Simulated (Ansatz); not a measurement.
**Molecular dynamics of CHF$_{3}$**

The input (input.yaml):

```yaml
crystal:
  periodic: [false, false, false]
  atoms:
    - { symbol: F, position_ang: [-0.621201, -0.340918, 1.105195] }
    - { symbol: C, position_ang: [-0.012556, 0.064827, 0.034428] }
    - { symbol: F, position_ang: [0.96631, -0.745581, -0.16099] }
    - { symbol: F, position_ang: [-0.714527, -0.046128, -1.096227] }
    - { symbol: H, position_ang: [0.372442, 1.09211, 0.098927] }
basis:
  gaussian: { orbitals: def2-SVP }
hamiltonian:
  xc: hf
md:
  timestep: 0.5
  n_steps: 150
  ensemble: nve
  temperature: 700.0
  initial_velocities: maxwell_boltzmann
  seed: 583626
```

Command:

```bash
$ ansatz run input.yaml --threads 1 --pin off --max-ram 2048MiB --backend cpu --events-out ev --progress --plain --runs-dir out
```

It goes on from the last frame of an earlier run, with new velocities.

Output, in part (one step line in 6, the closing report, with atoms numbered from 0):

```
md step     0: t =     0.00 fs  T =   700.0 K  F+E_penalty+E_count = -9156.57103980 eV  E_kin = 0.271446 eV  conserved = -9156.29959381 eV  (33 SCF iters)
md step     6: t =     3.00 fs  T =   446.1 K  F+E_penalty+E_count = -9156.46922024 eV  E_kin = 0.173006 eV  conserved = -9156.29621456 eV  (33 SCF iters)
md step    12: t =     6.00 fs  T =   917.4 K  F+E_penalty+E_count = -9156.65550441 eV  E_kin = 0.355757 eV  conserved = -9156.29974698 eV  (32 SCF iters)
md step    18: t =     9.00 fs  T =   921.3 K  F+E_penalty+E_count = -9156.65642912 eV  E_kin = 0.357264 eV  conserved = -9156.29916531 eV  (32 SCF iters)
md step    24: t =    12.00 fs  T =   703.2 K  F+E_penalty+E_count = -9156.56918798 eV  E_kin = 0.272702 eV  conserved = -9156.29648641 eV  (33 SCF iters)
md step    30: t =    15.00 fs  T =   933.2 K  F+E_penalty+E_count = -9156.66112937 eV  E_kin = 0.361883 eV  conserved = -9156.29924648 eV  (32 SCF iters)
md step    36: t =    18.00 fs  T =   348.4 K  F+E_penalty+E_count = -9156.43069192 eV  E_kin = 0.135090 eV  conserved = -9156.29560238 eV  (33 SCF iters)
md step    42: t =    21.00 fs  T =   414.5 K  F+E_penalty+E_count = -9156.45830778 eV  E_kin = 0.160754 eV  conserved = -9156.29755383 eV  (33 SCF iters)
md step    48: t =    24.00 fs  T =   450.5 K  F+E_penalty+E_count = -9156.47201642 eV  E_kin = 0.174680 eV  conserved = -9156.29733681 eV  (33 SCF iters)
md step    54: t =    27.00 fs  T =   415.1 K  F+E_penalty+E_count = -9156.45766002 eV  E_kin = 0.160965 eV  conserved = -9156.29669493 eV  (33 SCF iters)
md step    60: t =    30.00 fs  T =   541.6 K  F+E_penalty+E_count = -9156.50881717 eV  E_kin = 0.210032 eV  conserved = -9156.29878550 eV  (32 SCF iters)
md step    66: t =    33.00 fs  T =   469.3 K  F+E_penalty+E_count = -9156.47826664 eV  E_kin = 0.181966 eV  conserved = -9156.29630059 eV  (33 SCF iters)
md step    72: t =    36.00 fs  T =  1089.7 K  F+E_penalty+E_count = -9156.72181213 eV  E_kin = 0.422580 eV  conserved = -9156.29923182 eV  (32 SCF iters)
md step    78: t =    39.00 fs  T =   956.6 K  F+E_penalty+E_count = -9156.66960520 eV  E_kin = 0.370941 eV  conserved = -9156.29866458 eV  (32 SCF iters)
md step    84: t =    42.00 fs  T =   506.9 K  F+E_penalty+E_count = -9156.49281869 eV  E_kin = 0.196565 eV  conserved = -9156.29625358 eV  (34 SCF iters)
md step    90: t =    45.00 fs  T =   837.5 K  F+E_penalty+E_count = -9156.62352555 eV  E_kin = 0.324770 eV  conserved = -9156.29875547 eV  (31 SCF iters)
md step    96: t =    48.00 fs  T =   639.0 K  F+E_penalty+E_count = -9156.54464796 eV  E_kin = 0.247803 eV  conserved = -9156.29684523 eV  (32 SCF iters)
md step   102: t =    51.00 fs  T =   335.1 K  F+E_penalty+E_count = -9156.42699852 eV  E_kin = 0.129928 eV  conserved = -9156.29707090 eV  (33 SCF iters)
md step   108: t =    54.00 fs  T =   313.3 K  F+E_penalty+E_count = -9156.41891363 eV  E_kin = 0.121507 eV  conserved = -9156.29740702 eV  (33 SCF iters)
md step   114: t =    57.00 fs  T =   439.4 K  F+E_penalty+E_count = -9156.46682903 eV  E_kin = 0.170409 eV  conserved = -9156.29642030 eV  (33 SCF iters)
md step   120: t =    60.00 fs  T =   595.8 K  F+E_penalty+E_count = -9156.52934496 eV  E_kin = 0.231024 eV  conserved = -9156.29832072 eV  (33 SCF iters)
md step   126: t =    63.00 fs  T =   439.9 K  F+E_penalty+E_count = -9156.46709495 eV  E_kin = 0.170574 eV  conserved = -9156.29652131 eV  (34 SCF iters)
md step   132: t =    66.00 fs  T =   867.5 K  F+E_penalty+E_count = -9156.63438336 eV  E_kin = 0.336404 eV  conserved = -9156.29797967 eV  (33 SCF iters)
md step   138: t =    69.00 fs  T =  1065.4 K  F+E_penalty+E_count = -9156.71237920 eV  E_kin = 0.413151 eV  conserved = -9156.29922847 eV  (32 SCF iters)
md step   144: t =    72.00 fs  T =   577.9 K  F+E_penalty+E_count = -9156.52027739 eV  E_kin = 0.224081 eV  conserved = -9156.29619684 eV  (32 SCF iters)
md step   150: t =    75.00 fs  T =   857.4 K  F+E_penalty+E_count = -9156.63152371 eV  E_kin = 0.332472 eV  conserved = -9156.29905206 eV  (33 SCF iters)
Total energy: -9156.63152371 eV, -336.5000019086 hartree
Atom 0 at    -0.682840    -0.316103     1.032424 Å, force     0.826305    -0.376271     0.380840 eV/Å
Atom 1 at     0.060144     0.050894    -0.009996 Å, force    -2.379268    -0.399312     1.526539 eV/Å
Atom 2 at     1.054115    -0.767042    -0.158760 Å, force     0.059090    -0.006277    -0.229661 eV/Å
Atom 3 at    -0.786027    -0.038735    -1.003783 Å, force     0.890715     0.291013    -0.975620 eV/Å
Atom 4 at     0.360604     1.055563     0.215432 Å, force     0.603158     0.490848    -0.702099 eV/Å
Dipole moment:     0.195994     0.346674     0.006107 e Å
```

All steps were run. The conserved energy stayed within 0.89 meV per atom of its start (net change 0.11 meV per atom), so the integration is sound. A run of 0.075 ps of so small a system gives no equilibrium averages.

The same pairs are bonded in the first frame and the last. Pairs count as bonded within 1.25 times the sum of covalent radii (0.12 Å more for H–H).

Last frame:

```xyz
5
Properties=species:S:1:pos:R:3
F -0.683 -0.316 1.032
C 0.060 0.051 -0.010
F 1.054 -0.767 -0.159
F -0.786 -0.039 -1.004
H 0.361 1.056 0.215
```

Time of the run: 74 s on 1 thread of Arm Neoverse V1 (shared host), peak memory 0.09 GiB.
